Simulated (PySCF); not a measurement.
Identify the unknown among the candidates.

All candidates are C4H6O2.

| technique | computed result |
| --- | --- |
| 13C NMR | chemical shifts (computed TMS as zero) by class: 181.3 (1 C), 71.0 (1 C), 30.4 (1 C), 26.8 (1 C) ppm [GIAO B97-2/pcSseg-2] |
| 1H NMR | chemical shifts (computed TMS as zero) by class: 4.16 (2 H), 2.24 (2 H), 2.06 (2 H) ppm [GIAO B97-2/pcSseg-2] |
| Triplet | lowest triplet excitation (Tamm–Dancoff): 5.34 eV [TDA CAM-B3LYP/aug-cc-pVTZ] |
| UV, strongest line | among the 10 lowest singlet transitions: S6 at 7.95 eV (156 nm, f = 0.105) [TDDFT CAM-B3LYP/aug-cc-pVTZ] |
| Dipole | 4.82 D [CAM-B3LYP/aug-cc-pVTZ] |
| UV, first state | lowest singlet excitation: 5.83 eV (213 nm, f = 0.000) [TDDFT CAM-B3LYP/aug-cc-pVTZ] |
| Polarisability | 52.1 au [CAM-B3LYP/aug-cc-pVTZ] |
| Rotational structure | rotational constants A, B, C: 7.383, 3.619, 2.584 GHz [PBE0-D3(BJ)/def2-TZVP] |
| NMR, other nuclei | isotropic shieldings of nuclei other than C and H, by class: -80 (1 O), 106 (1 O) ppm [GIAO B97-2/pcSseg-2] |

Gas-phase values; electronic properties from PySCF, density fitting. Levels stand in brackets. One conformer (not necessarily the lowest) at the PBE0-D3(BJ)/def2-TZVP geometry, without solvent, vibrations or thermal averaging. NMR classes are plain means over equivalent atoms (diastereotopic ones count apart unless rotation or inversion swaps them), as if these changed places fast.

Question: Which candidate is it?
A. `C=C(C)C(=O)O`
B. `CC(=O)C(C)=O`
C. `O=C1CCCO1`
D. `C=CC(=O)OC`
E. `C=COC(C)=O`

Answer: C. It is `O=C1CCCO1`. Numbering: `[O:1]=[C:2]1[CH2:3][CH2:4][CH2:5][O:6]1`. Its formula, C4H6O2, gives 2 degrees of unsaturation: 1 ring and 1 π bond in the structure found. 4 carbons fall into 4 classes; from least to most shielded: ester carbonyl carbon [C2] (181.3 ppm), ring sp3 carbon bound to oxygen [C5] (71.0 ppm), sp3 carbon next to a carbonyl [C3] (30.4 ppm), ring CH2 carbon [C4] (26.8 ppm). Hydrogen classes from least to most shielded: 2 H on an sp3 carbon bound to oxygen, C5 (4.16 ppm), 2 H on an sp3 carbon next to a carbonyl, C3 (2.24 ppm), 2 H on a ring CH2 carbon, C4 (2.06 ppm). The other shieldings belong to: -80 ppm, ester carbonyl oxygen [O1]; 106 ppm, ester single-bonded oxygen [O6]. The optimised geometry has point group C1 and is an asymmetric top.

The others, at the same levels:
- `CC(=O)C(C)=O` fails: its computed lowest singlet excitation is 2.91 eV (426 nm, f = 0.000) (against 5.83 eV), lowest triplet excitation (Tamm–Dancoff) is 2.36 eV (against 5.34 eV) and strongest line among the 10 lowest singlet transitions is S5 at 7.09 eV (175 nm, f = 0.047) (against S6 at 7.95 eV).
- `C=COC(C)=O` fails: its computed 13C shifts are 173.6 (1 C), 150.1 (1 C), 99.9 (1 C), 22.0 (1 C) ppm, 1H shifts are 8.03 (1 H), 5.02 (1 H), 4.63 (1 H), 2.03 (3 H) ppm and rotational constant A is 9.502 GHz (against 7.383 GHz).
- `C=CC(=O)OC` fails: its computed 13C shifts are 173.3 (1 C), 141.1 (1 C), 136.6 (1 C), 54.6 (1 C) ppm, 1H shifts are 7.02 (1 H), 6.45 (1 H), 6.07 (1 H), 3.67 (3 H) ppm and rotational constant A is 10.423 GHz (against 7.383 GHz).
- `C=C(C)C(=O)O` fails: its computed lowest singlet excitation is 5.14 eV (241 nm, f = 0.000) (against 5.83 eV), lowest triplet excitation (Tamm–Dancoff) is 3.81 eV (against 5.34 eV) and strongest line among the 10 lowest singlet transitions is S2 at 6.20 eV (200 nm, f = 0.308) (against S6 at 7.95 eV).

Each candidate is one conformer, not necessarily the lowest. Dipoles, sizes and rotational constants follow the conformer. The torsions of the flexible species, by atom-mapped SMILES:
- `[CH3:1][C:2](=[O:3])[C:4]([CH3:5])=[O:6]`: C1–C2–C4–C5 180°
- `[CH2:1]=[CH:2][O:3][C:4]([CH3:5])=[O:6]`: C1–C2–O3–C4 -179°, C2–O3–C4–C5 179°
- `[CH2:1]=[CH:2][C:3](=[O:4])[O:5][CH3:6]`: C1–C2–C3–O4 -1°, C2–C3–O5–C6 180°
- `[CH2:1]=[C:2]([CH3:3])[C:4](=[O:5])[OH:6]`: C1–C2–C4–O5 -179°, H–O6–C4–C2 180°

The conformers of `O=C1CCCO1` aren't listed.
